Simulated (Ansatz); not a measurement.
# Si2W: the cost of one run

Computed with Ansatz 0.2.0 (DFT PBE, scalar-relativistic, plane waves, PAW, unless a step's input says otherwise).

2 further runs of the same task are left out: 2 set aside as unsound or not needed.

### Step 1. The system as given

Symmetry: P4/mmm, No. 123, tetragonal system. Conventional cell: a = 3.229 Å, b = 3.229 Å, c = 25.470 Å, α = 90.00°, β = 90.00°, γ = 90.00°. Si (site symmetry 4mm) is surrounded by 1 Si at 2.55 Å and 4 W at 2.61 Å. W (site symmetry 4mm) is surrounded by 9 Si at 2.59 to 2.62 Å. Si (site symmetry 4mm) has 5 Si at 2.55 to 2.63 Å and 5 W at 2.62 Å as nearest neighbours. Around Si (site symmetry 4mm) lie 5 W at 2.59 to 2.64 Å and 5 Si at 2.63 Å. W (site symmetry 4/mmm) has 10 Si at 2.62 to 2.64 Å as nearest neighbours.

Coordinates:

```cif
data_structure
_symmetry_space_group_name_H-M 'P 1'
_symmetry_Int_Tables_number 1
_cell_length_a 3.2290
_cell_length_b 3.2290
_cell_length_c 25.4696
_cell_angle_alpha 90.000
_cell_angle_beta 90.000
_cell_angle_gamma 90.000
_cell_volume 265.56
loop_
_atom_site_label
_atom_site_type_symbol
_atom_site_fract_x
_atom_site_fract_y
_atom_site_fract_z
_atom_site_occupancy
Si1 Si 0.00000 0.00000 0.29703 1
W1 W 0.50000 0.50000 0.34665 1
Si2 Si 0.00000 0.00000 0.39697 1
Si3 Si 0.50000 0.50000 0.44828 1
W2 W 0.00000 0.00000 0.50000 1
Si4 Si 0.50000 0.50000 0.55172 1
Si5 Si 0.00000 0.00000 0.60303 1
W3 W 0.50000 0.50000 0.65335 1
Si6 Si 0.00000 0.00000 0.70297 1
```

Planes are indexed in the bulk's conventional cell (I4/mmm (No. 139)), a = 3.229 Å, b = 3.229 Å, c = 7.867 Å, α = 90.00°, β = 90.00°, γ = 90.00°.

As cut, it was a (001) slab, 10.5 Å thick as cut, with 15 Å of vacuum; its outer planes are Si (top) and Si (bottom); it was relaxed in an earlier run.

### Step 2. Bands of the relaxed slab

The cell repeats along c, and a dipole correction in the vacuum removes the field between the copies.

Contents of input.yaml:

```yaml
crystal:
  lattice:
    - [3.2289953186, 0.0, 0.0]
    - [0.0, 3.2289953186, 0.0]
    - [0.0, 0.0, 25.4695776594]
  atoms:
    - { symbol: Si, position: [0.0, 0.0, 0.2970311502] }
    - { symbol: W, position: [0.5, 0.5, 0.3466524773] }
    - { symbol: Si, position: [0.0, 0.0, 0.3969731276] }
    - { symbol: Si, position: [0.5, 0.5, 0.4482847048] }
    - { symbol: W, position: [0.0, 0.0, 0.4999999978] }
    - { symbol: Si, position: [0.5, 0.5, 0.5517152967] }
    - { symbol: Si, position: [0.0, 0.0, 0.6030268744] }
    - { symbol: W, position: [0.5, 0.5, 0.6533475221] }
    - { symbol: Si, position: [0.0, 0.0, 0.7029688491] }
basis:
  ecutwfc: 420
kpoints:
  mp_grid: { grid: [11, 11, 1] }
  band_path:
    path: [[0.5, 0, 0], [0, 0, 0], [0.5, 0.5, 0], [0.5, 0, 0]]
    npoints: 12
hamiltonian:
  xc: pbe
scf:
  occupations: { method: gaussian, width: 0.1 }
  n_extra_bands: 24
output:
  forces: true
  eigenvalues: true
  populations: true
  fatbands: true
  write_density: true
  write_potential: true
  elf: true
  volumetric_format: npy
efield:
  axis: 3
  dipole_correction: true
  ramp_width: 0.04
```

Started as:

```console
> ansatz run input.yaml --threads 2 --pin off --max-ram 5120MiB --backend cpu --events-out ev --progress --plain --runs-dir out
```

**Question.** How long does this run take on 2 threads of Arm Neoverse V1, shared host, and how much memory does it need?

About 69 s, with a peak of 0.75 GiB.
